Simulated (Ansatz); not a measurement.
**Br under changes of volume**

One of the cells (33.988 Å³/atom); the others are scaled copies at fixed shape and fractional positions:

```
Br
1.0
     3.36325   -2.32255    0.00000
     3.36325    2.32255    0.00000
     0.00000    0.00000    8.70230
Br
4
Direct
  0.36510 0.63490 0.39010
  0.13490 0.86510 0.89010
  0.63490 0.36510 0.60990
  0.86510 0.13490 0.10990
```

```yaml
Program: Ansatz 0.2.0
Functional: PBE
Potentials_or_basis: all-electron LAPW, scalar-relativistic
Cutoff: 348 eV (chosen from the basis error)
Basis_error_allowed: 0.001 eV/atom
k_mesh: 7 × 7 × 3
Occupations: fermi-dirac, width 0.05 eV
Spin: no spin polarisation
```

```csv
volume (Å³/atom),energy over the lowest point (meV/atom),pressure (GPa),gap on the mesh (eV),largest force (eV/Å)
31.949,49.40,4.1,2.11,1.645
32.629,33.90,3.2,2.04,1.366
33.308,21.74,2.5,1.98,1.108
33.988,12.57,1.8,1.91,0.868
34.668,6.06,1.2,1.85,0.646
35.348,?,?,?,?
36.028,0.00,0.2,1.73,0.257
```

**Question.** What does the run at 35.348 Å³/atom give?

**Answer.** Energy over the lowest point 1.96 meV/atom; pressure 0.7 GPa; gap on the mesh 1.79 eV; largest force 0.442 eV/Å.

Worked out: A Birch-Murnaghan fit of order 3 (a polynomial in V^(-2/3)) to the other rows has its minimum at 36.37 Å³/atom, just outside them, with B0 = V·E''(V) = 23 GPa and B' = 4.8 at fixed shape and positions, which overstates the stiffness. It gives 1.96 meV/atom at 35.348 Å³/atom, against the run's 1.96, and -dE/dV = 0.7 GPa, against 0.7. A straight line through the other rows of the gap, of slope -3.16 eV per unit of ln V, gives 1.79 eV, against the run's 1.79.

Energies are extrapolated to zero smearing.

Caveats: an odd mesh through Γ misses points on the zone boundary, where band edges often lie; forces of over 1 eV/Å show positions far from the minimum, so gaps and moduli don't describe the material at rest (some runs). Spin-orbit coupling on Br is left out.
